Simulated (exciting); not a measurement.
A run of exciting (release sodium) is set up as follows.

Contents of input.xml:

```xml
<input>
  <title>Ni</title>
  <structure speciespath="./" tshift="false">
    <crystal scale="1">
      <basevect>-2.614843272708 2.614843272708 2.614843272708</basevect>
      <basevect>2.614843272708 -2.614843272708 2.614843272708</basevect>
      <basevect>2.614843272708 2.614843272708 -2.614843272708</basevect>
    </crystal>
    <species speciesfile="Ni.xml" rmt="2">
      <atom coord="0.000000000000 0.000000000000 0.000000000000" bfcmt="0 0 -8"/>
    </species>
  </structure>
  <groundstate do="fromscratch" ngridk="13 13 13" rgkmax="9" gmaxvr="14" lmaxapw="10" lmaxmat="10" lmaxvr="8" stype="Gaussian" swidth="0.00073499" nempty="20" ValenceRelativity="iora*" epsengy="1e-05" epspot="1e-05" maxscl="90" tforce="true" outputlevel="normal">
    <libxc exchange="XC_GGA_X_RPBE" correlation="XC_GGA_C_PBE"/>
    <spin reducebf="0.5"/>
  </groundstate>
</input>
```

Potentials or basis: all-electron LAPW+lo, shipped species files, valence relativity iora*.

Launch:

```console
$ OMP_NUM_THREADS=1 exciting_smp
```

**Question.** What does it give for the site moments?

**Answer.** Ni +0.63 μB.

**Question.** Estimate the band gap on the k mesh.

**Answer.** None (metal or under the smearing width).
